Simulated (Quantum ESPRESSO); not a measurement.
**Ru: zone-centre phonons under several settings**

```
CELL_PARAMETERS angstrom
2.70580 0.00000 0.00000
-1.35290 2.34329 0.00000
0.00000 0.00000 4.28190
ATOMIC_POSITIONS crystal
Ru 0.66667 0.33333 0.75000
Ru 0.33333 0.66667 0.25000
```

All runs used Quantum ESPRESSO 7.5; k mesh 9 × 9 × 5; no spin polarisation.

```tsv
level	potentials	geometry	cutoff (eV)	occupations	volume (Å³/atom)	pressure (GPa)	lowest optical mode without the field (cm⁻¹)	highest optical mode without the field (cm⁻¹)
PBEsol	PseudoDojo 0.4.1 SR PBEsol standard	relaxed cell	1143	methfessel-paxton, width 0.272 eV	13.34	0.0	194	267
LDA	PseudoDojo 0.4.1 SR LDA standard	given cell, atoms relaxed	1197	cold, width 0.272 eV	13.57	?	?	?
LDA	PseudoDojo 0.4.1 SR LDA standard	relaxed cell	1197	methfessel-paxton, width 0.2 eV	13.11	0.0	191	279
```

Q: What stands in the row left open?

A: Pressure -11.8 GPa; lowest optical mode without the field 191 cm⁻¹; highest optical mode without the field 253 cm⁻¹.

Caveats: the mesh is thin for the phonons of a metal; the cell is more than 3 GPa from zero pressure, which shifts response properties (some runs).

For the row left open. Caveat: the mesh is thin for the phonons of a metal; the cell is more than 3 GPa from zero pressure, which shifts response properties.
